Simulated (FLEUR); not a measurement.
CdSe:

```
Cd Se
1.0
     0.00000    3.07027    3.07027
     3.07027    0.00000    3.07027
     3.07027    3.07027    0.00000
Cd Se
1 1
Direct
  0.00000 0.00000 0.00000
  0.25000 0.25000 0.25000
```

Measurements of this composition are mostly on another form, of space group No. 186.

Base run:

| Quantity | Value |
| --- | --- |
| Program | FLEUR MaX-R8.1 (later development tree) |
| Functional | LDA exchange alone (X-alpha) |
| Potentials or basis | all-electron |
| Basis | FLAPW |
| Kmax | 4.58 1/bohr |
| k mesh | 8 × 8 × 8 |
| Occupations | fermi-dirac, width 0.05 eV |
| Spin | no spin polarisation |

Its results: band gap on the k mesh 0.16 eV, direct.

Question: The run is repeated on the same cell with these changes: functional from LDA exchange alone (X-alpha) to PBE. What comes out?

Answer: Band gap on the k mesh 0.55 eV, direct.
